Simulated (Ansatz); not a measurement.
# Cu(111) film, 4 layers, cover H: surface scattering, part 2 of 2

How does Cu(111) film, 4 layers, cover H scatter electrons that run along the film?

Ansatz 0.2.0; Ansatz plane-wave DFT, PBE, PAW files; relaxation of the atoms about the surface defect; PAW set soft_1 (the session's first sound run).

So far. Step 2 (Relaxing about the defect): The largest force component on a free atom ends at 0.016 eV/Å, under the tolerance of 0.03, after 4 steps.

## 3. Transmission along the film

The film far from the defect is the lead. The first vector holds vacuum and takes one k-point. Energies from -0.05 to 0.05 eV in steps of 0.05 eV are too few for the program's thermal sum, so it prints no conductance; for a metal the transmission near the Fermi level serves, at a fraction of the cost.

This step: Ansatz plane-wave DFT, PBE, PAW files; ballistic transport by layer matching (Landauer), zero bias; PAW set soft_1 (Ansatz 0.2.0).

input.yaml reads:

```yaml
crystal:
  lattice:
    - [19.3483925164, 0.0, 0.0]
    - [0.0, 2.5561627297, 0.0]
    - [0.0, 0.0, 35.4192297623]
  atoms:
    - { symbol: Cu, position: [0.2325774607, 0.0, 0.0] }
    - { symbol: Cu, position: [0.2325774607, 0.5, 0.0625] }
    - { symbol: Cu, position: [0.3404467903, 0.0, 0.0416666667] }
    - { symbol: Cu, position: [0.3404467903, 0.5, 0.1041666667] }
    - { symbol: Cu, position: [0.4483161198, 0.0, 0.0833333333] }
    - { symbol: Cu, position: [0.4483161198, 0.5, 0.0208333333] }
    - { symbol: Cu, position: [0.5561854494, 0.0, 0.0] }
    - { symbol: Cu, position: [0.5561854494, 0.5, 0.0625] }
    - { symbol: Cu, position: [0.2325774607, 0.0, 0.125] }
    - { symbol: Cu, position: [0.2325774607, 0.5, 0.1875] }
    - { symbol: Cu, position: [0.3404467903, 0.0, 0.1666666667] }
    - { symbol: Cu, position: [0.3404467903, 0.5, 0.2291666667] }
    - { symbol: Cu, position: [0.4483161198, 0.0, 0.2083333333] }
    - { symbol: Cu, position: [0.4483161198, 0.5, 0.1458333333] }
    - { symbol: Cu, position: [0.5561854494, 0.0, 0.125] }
    - { symbol: Cu, position: [0.5561854494, 0.5, 0.1875] }
    - { symbol: Cu, position: [0.2325774607, 0.0, 0.25] }
    - { symbol: Cu, position: [0.2325774607, 0.5, 0.3125] }
    - { symbol: Cu, position: [0.3404467903, 0.0, 0.2916666667] }
    - { symbol: Cu, position: [0.3404467903, 0.5, 0.3541666667] }
    - { symbol: Cu, position: [0.4483161198, 0.0, 0.3333333333] }
    - { symbol: Cu, position: [0.4483161198, 0.5, 0.2708333333] }
    - { symbol: Cu, position: [0.5561854494, 0.0, 0.25] }
    - { symbol: Cu, position: [0.5561854494, 0.5, 0.3125] }
    - { symbol: Cu, position: [0.2325774607, 0.0, 0.375] }
    - { symbol: Cu, position: [0.2325774607, 0.5, 0.4375] }
    - { symbol: Cu, position: [0.3404467903, 0.0, 0.4166666667] }
    - { symbol: Cu, position: [0.3404467903, 0.5, 0.4791666667] }
    - { symbol: Cu, position: [0.4503489524, 0.0, 0.4583032569] }
    - { symbol: Cu, position: [0.447601503, 0.5, 0.3963127063] }
    - { symbol: Cu, position: [0.5553538347, 0.0, 0.3738195714] }
    - { symbol: Cu, position: [0.5651589543, 0.5, 0.4363593527] }
    - { symbol: Cu, position: [0.2325774607, 0.0, 0.5] }
    - { symbol: Cu, position: [0.2325774607, 0.5, 0.5625] }
    - { symbol: Cu, position: [0.3404467903, 0.0, 0.5416666667] }
    - { symbol: Cu, position: [0.3404467903, 0.5, 0.6041666667] }
    - { symbol: Cu, position: [0.4483880865, 0.0, 0.5831366455] }
    - { symbol: Cu, position: [0.4485661393, 0.5, 0.5204405674] }
    - { symbol: Cu, position: [0.5628921401, 0.0, 0.5006857069] }
    - { symbol: Cu, position: [0.5585668965, 0.5, 0.5644799836] }
    - { symbol: Cu, position: [0.2325774607, 0.0, 0.625] }
    - { symbol: Cu, position: [0.2325774607, 0.5, 0.6875] }
    - { symbol: Cu, position: [0.3404467903, 0.0, 0.6666666667] }
    - { symbol: Cu, position: [0.3404467903, 0.5, 0.7291666667] }
    - { symbol: Cu, position: [0.4483161198, 0.0, 0.7083333333] }
    - { symbol: Cu, position: [0.4475952184, 0.5, 0.6458580462] }
    - { symbol: Cu, position: [0.5543207387, 0.0, 0.6265460324] }
    - { symbol: Cu, position: [0.5561854494, 0.5, 0.6875] }
    - { symbol: Cu, position: [0.2325774607, 0.0, 0.75] }
    - { symbol: Cu, position: [0.2325774607, 0.5, 0.8125] }
    - { symbol: Cu, position: [0.3404467903, 0.0, 0.7916666667] }
    - { symbol: Cu, position: [0.3404467903, 0.5, 0.8541666667] }
    - { symbol: Cu, position: [0.4483161198, 0.0, 0.8333333333] }
    - { symbol: Cu, position: [0.4483161198, 0.5, 0.7708333333] }
    - { symbol: Cu, position: [0.5561854494, 0.0, 0.75] }
    - { symbol: Cu, position: [0.5561854494, 0.5, 0.8125] }
    - { symbol: Cu, position: [0.2325774607, 0.0, 0.875] }
    - { symbol: Cu, position: [0.2325774607, 0.5, 0.9375] }
    - { symbol: Cu, position: [0.3404467903, 0.0, 0.9166666667] }
    - { symbol: Cu, position: [0.3404467903, 0.5, 0.9791666667] }
    - { symbol: Cu, position: [0.4483161198, 0.0, 0.9583333333] }
    - { symbol: Cu, position: [0.4483161198, 0.5, 0.8958333333] }
    - { symbol: Cu, position: [0.5561854494, 0.0, 0.875] }
    - { symbol: Cu, position: [0.5561854494, 0.5, 0.9375] }
    - { symbol: H, position: [0.6062436309, 0.0, 0.4126039994] }
    - { symbol: H, position: [0.6058886877, 0.5, 0.4796560605] }
    - { symbol: H, position: [0.6040655225, 0.0, 0.5462012173] }
kpoints:
  mp_grid: { grid: [1, 12, 1] }
hamiltonian:
  xc: pbe
  pseudopotentials: { kind: paw, azcp: { folder: soft_1 } }
scf:
  occupations: { method: fermi_dirac, width: 0.1 }
output:
  transmission: { leads: [[0, 8]], kmesh: [1, 24], e_range: [-0.05, 0.05], de: 0.05 }
  write_potential: true
  write_density: true
  volumetric_format: npy
  elf: true
```

The run is started by

```sh
$ ansatz run input.yaml --threads 8 --pin off --max-ram 15360MiB --backend cpu --events-out ev --progress --plain --runs-dir out
```

Numbers of over 12 decimals in the logs are rounded to 6 here.

Log:

```text
[...]
Crystal: 67 atoms, lattice volume = 1751.752 Å³
Basis set: ecut = 420 eV, 34399 PW (Γ)
Bands: 732, of which v1, the nominal top of the filled ones, is band 610 counted from 1 (609 counted from 0)
Symmetry: 2 space group operations
[...]
k-points: 7 of 12
[...]
SCF iter   1: F=—  HF=-424100.008078 eV  |F-HF|=—  |Δ(HF+E_count)|=         —  Δρ=1.71e-1  dr2=3.12e2  ethr=3.10e-3  ⟨swp⟩=6.1  Hψ=19851  notcnv=0  defer=324
[...]
SCF iter  15: F=-424045.228795 eV  HF=-424045.228795 eV  |F-HF|=1.52e-7  |Δ(HF+E_count)|=   1.84e-7  Δρ=1.32e-6  dr2=3.25e-8  ethr=8.20e-12  ⟨swp⟩=14.7  Hψ=24309  notcnv=0
SCF 1 converged in 15 iterations: F = -424045.228795 eV  dr2 = 3.25e-8
[...]
transmission: 84 of 819 steps passed
transmission: 168 of 819 steps passed
[...]
transmission: 819 of 819 steps passed
WARN: The output density's exchange-correlation potential varies sharply where the density is thin. Do not read a vacuum level from v_tot or v_xc, or from such a field of the output density. On a cell that repeats whose density bears no net charge and no dipole along the vacuum's axis use v_es (v_loc + v_h of the components); under efield.dipole_correction with no amplitude use v_es + v_field, which holds any externa [...]
SCF converged after 15 iterations
Free energy (F): -424045.228795 eV
[...]
Internal energy: -424044.498382 eV  (E = F + TS)
E sigma→0 (E₀):  -424044.863589 eV
Entropy (-TS):   -0.730413 eV (-10.902 meV/atom)
Fermi energy:    4.413940 eV
[...]
--- Band table (eV; the first three rows and the last of 7) ---
  k-point 0: bands = [... 606 lower, 3.0521, 3.0664, 3.0794, 3.1003, 3.2179, 3.2370, 3.3304, 3.3952, ... 118 higher]
  k-point 1: bands = [... 606 lower, 3.1996, 3.2148, 3.2887, 3.3191, 3.4716, 3.4929, 3.6253, 3.6564, ... 118 higher]
  k-point 2: bands = [... 606 lower, 3.6117, 3.6370, 3.7108, 3.7371, 3.9506, 4.0531, 4.1969, 4.1982, ... 118 higher]
  k-point 6: bands = [... 606 lower, 5.1027, 5.1244, 5.3662, 5.4162, 5.4822, 5.7776, 5.7882, 5.8519, ... 118 higher]
--- Transmission ---
  basis      : 445 plane waves across, 63 finite elements along
  points     : 13, standing for a mesh of 1 x 24
  energies   : 3 from -0.050000 to 0.050000 eV about the Fermi level, 0.050000 eV apart; the leads are filled to 0.000000 eV, and channels, transmission and decay are at 0.000000 eV
  crystal 0  : Cu8, at the sites [0, 8], period 4.4274 Å, over 24.90 Å; its Hamiltonian steps by up to 7.1 meV
    offset         : up to 0.0000 Å between an atom of the period and one for which it stands
    channels       : 3.083333e0 a spin
    conductance    : none, the energies end too early or step too widely for 300 K: set another output.transmission.e_range or a lower de, or, where they end at an eighth of basis.ecutwfc, a higher one
    slowest decay  : 0.2536 /Å at (0.0000, 0.5000)
  junction   : crystal 0 to crystal 0, 1.52 to 32.51 Å
    transmission   : 2.462677e0 a spin
[...]
```

The job ended after 16 min (8 threads of Intel Xeon at 2.70GHz, shared host; peak memory 11 GiB).

The column dr2 measures how far the density is from self-consistency, as an energy; F and HF (Harris–Foulkes) agree once it is small.

Numbers from this step:

```
free energy                                    : -424045.2288 eV
energy at zero smearing                        : -424044.8636 eV
Fermi energy                                   : 4.414 eV
cell area                                      : 49.46 Å²
transmission per spin nearest the Fermi level  : 2.463
open channels per spin nearest the Fermi level : 3.083
step of the lead's potential                   : 7.1 meV
```

Per spin. Transmission, zone mean against energy, zero at the Fermi level:

| energy (eV) | transmission, zone mean |
| --- | --- |
| -0.0500 | 2.45 |
| 0.0000 | 2.46 |
| 0.0500 | 2.45 |

Per spin. The open channels, zone mean, lead stays at 3.08 for energy from -0.05 to 0.05 eV.

Electrostatic potential energy in the ca plane at fractional y = 0.000, with atoms of Cu and H within 0.2 Å of it. With pseudopotentials it is smooth inside the atoms' cores, unlike the true potential.

Values in eV, 13 rows by 16 columns, each cell a mean:
```
  9   9   9   9   9   9   9   9   9   9   9   9   9   9   9   9
  9   9   9   9   9   9   9   9   9   9   9   9   9   9   9   9
  9   9   9   9   9   9   9   9   9   9   9   9   9   9   9   9
  9   9   9   9   9   9   9   9   9   9   9   9   9   9   9   9
  9   8   8   3   8   9   7   7   4   9   8   8   9   9   8   8
  6 -16 -32  -4   5   1 -40 -12  -2   6 -21 -26   5   6  -6 -38
-13  -7  -3   6  -5 -13  -1   5   3 -15  -5  -2   6  -9  -9  -4
-25  -9   6   3 -12 -21   5   4  -2 -27  -2   5   3 -20 -15   6
  3   5   2 -41 -12   5   5 -24 -32   5   5  -5 -44  -3   5   5
  6  -9 -23   2   5   2 -26  -5   4   6 -16 -17   3   5  -3 -26
  7  -3 -13   6   7   5 -15   1   7   7  -8  -8   7   7   2 -15
  9   9   9   9   9   9   9   9   9   9   9   9   9   9   9   9
  9   9   9   9   9   9   9   9   9   9   9   9   9   9   9   9
```
Columns run along c (16.0 Å, from fractional 0.32 to 0.77 of the cell; values clipped at the 3rd and 97th percentile), rows up along a (19.3 Å). Atoms in or near the plane, at fractional coordinates: Cu at (0.33, 0.45), Cu at (0.37, 0.23), Cu at (0.42, 0.34), Cu at (0.46, 0.45), Cu at (0.37, 0.56), Cu at (0.50, 0.23), Cu at (0.54, 0.34), Cu at (0.58, 0.45), Cu at (0.50, 0.56), Cu at (0.62, 0.23), Cu at (0.67, 0.34), Cu at (0.71, 0.45), Cu at (0.63, 0.55), Cu at (0.75, 0.23) and more.

Valence density in the ca plane at fractional y = 0.000, with atoms of Cu and H within 0.2 Å of it. It is the smooth field of the valence electrons, not physical close to the nuclei.

Ten steps, logarithmic in the rise over the least value, from '0' (0 e/Å³) to '9' (44 e/Å³), each cell a mean:
```
00000000000000000000000000000000000000000000
00000000000000000000000000000000000000000000
00000000000000000000000000000000000000000000
00000000000000000000000000000000000000000000
00000000000000000000000000000000000000000000
00000000000000000000000000000000000000000000
00000000000000000000000000000000000000000000
00000000000000000000000000000000000000000000
00000000000000000000000000000000000000000000
00001332122100002453112210001232000000001342
10015995111110014896211110013897310010014897
01112442100001111231000001111353100001111343
37741000000137851000000136751000000126752100
48851000100138851000100138962000100137962000
11110000122111110000122111110000122111110000
10011001489610001001489620001001389721001001
10000001256310000001256310000001256410000001
00012563100000012563100000002564100000002564
00014895200010014896200010014896200010013897
00001221000000001221000000000121000000000121
00000000000000000000000000000000000000000000
00000000000000000000000000000000000000000000
00000000000000000000000000000000000000000000
00000000000000000000000000000000000000000000
```
Columns run along c (16.0 Å, from fractional 0.32 to 0.77 of the cell), rows up along a (19.3 Å). Atoms in or near the plane, at fractional coordinates: Cu at (0.33, 0.45), Cu at (0.37, 0.23), Cu at (0.42, 0.34), Cu at (0.46, 0.45), Cu at (0.37, 0.56), Cu at (0.50, 0.23), Cu at (0.54, 0.34), Cu at (0.58, 0.45), Cu at (0.50, 0.56), Cu at (0.62, 0.23), Cu at (0.67, 0.34), Cu at (0.71, 0.45), Cu at (0.63, 0.55), Cu at (0.75, 0.23) and more.

ELF in the ca plane at fractional y = 0.000, with atoms of Cu and H within 0.2 Å of it. It is the smooth field of the valence electrons, not physical close to the nuclei.

Values in units of 1e-1, 13 rows by 16 columns, each cell a mean:
```
0.0 0.0 0.0 0.0 0.0 0.0 0.0 0.0 0.0 0.0 0.0 0.0 0.0 0.0 0.0 0.0
0.0 0.0 0.0 0.0 0.0 0.0 0.0 0.0 0.0 0.0 0.0 0.0 0.0 0.0 0.0 0.0
0.0 0.0 0.0 0.0 0.0 0.0 0.0 0.0 0.0 0.0 0.0 0.0 0.0 0.0 0.0 0.0
0.1 0.1 0.1 0.1 0.1 0.3 0.1 0.0 0.0 0.1 0.2 0.1 0.0 0.1 0.1 0.1
1.0 1.3 1.3 1.0 1.4 6.8 4.1 0.8 1.0 1.8 6.9 3.1 0.9 0.9 1.2 1.3
2.3 2.7 2.8 2.0 3.0 4.6 3.9 2.2 2.5 2.3 6.0 3.6 1.9 3.0 2.3 2.6
2.2 2.3 2.2 2.1 2.2 2.2 2.0 2.3 2.0 2.2 2.2 2.3 1.9 2.2 2.3 2.1
2.4 2.4 2.4 2.3 2.4 2.4 2.0 2.8 2.1 2.3 2.3 2.6 2.1 2.4 2.4 1.9
2.0 3.0 2.0 2.5 2.4 2.5 2.1 2.5 2.5 1.9 3.0 2.1 2.5 2.3 2.7 1.9
2.3 2.4 2.4 2.0 2.8 2.1 2.4 2.3 2.5 2.1 2.4 2.4 2.0 2.8 2.2 2.4
1.8 2.5 2.5 2.0 1.9 2.1 2.4 2.4 1.8 1.7 2.5 2.5 1.8 1.9 2.2 2.4
0.5 0.5 0.5 0.5 0.5 0.5 0.5 0.5 0.5 0.5 0.5 0.5 0.5 0.5 0.5 0.5
0.0 0.0 0.0 0.0 0.0 0.0 0.0 0.0 0.0 0.0 0.0 0.0 0.0 0.0 0.0 0.0
```
Columns run along c (16.0 Å, from fractional 0.25 to 0.71 of the cell), rows up along a (19.3 Å). Atoms in or near the plane, at fractional coordinates: Cu at (0.29, 0.34), Cu at (0.33, 0.45), Cu at (0.37, 0.23), Cu at (0.42, 0.34), Cu at (0.46, 0.45), Cu at (0.37, 0.56), Cu at (0.50, 0.23), Cu at (0.54, 0.34), Cu at (0.58, 0.45), Cu at (0.50, 0.56), Cu at (0.62, 0.23), Cu at (0.67, 0.34), Cu at (0.63, 0.55), H at (0.41, 0.61) and more.

Over the solved energies the transmission per spin lies between 2.45 and 2.46, out of 3.08 channels of the lead on average (up to 3.08).

## 4. Share that passes

This step: Ansatz plane-wave DFT, PBE, PAW files; ballistic transport by layer matching (Landauer), zero bias; share of the film's channels that pass the defect (the area holds the vacuum); PAW set soft_1 (Ansatz 0.2.0).

This step gave:

```yaml
t_over_the_leads_mean_channel_count: 0.7970
```

Averaged over the energies near the Fermi level, 79.7 % of the channels pass.

## 5. Summary of results

```json
{"share of the film's channels that pass": "0.797"}
```

In words: 80 % of the film's channels pass the defect. The film is 4 layers thick, so the defect disturbs a good part of its section. It runs straight across the current without end, so the wavevector along it is kept. Only atoms near the defect are relaxed, while the rest of the face keeps bulk spacings, so part of the reflection may come from that relaxed patch.

[Logs are printed without paths, hosts, clocks, repeated set-up lines and the standing remarks that a program may print on its own settings, such as how far it seeks lower states.]

[Hosts, paths, dates, database ids (printed as entryN), source tags and the programs' standing remarks are cut or masked in the printed files.]
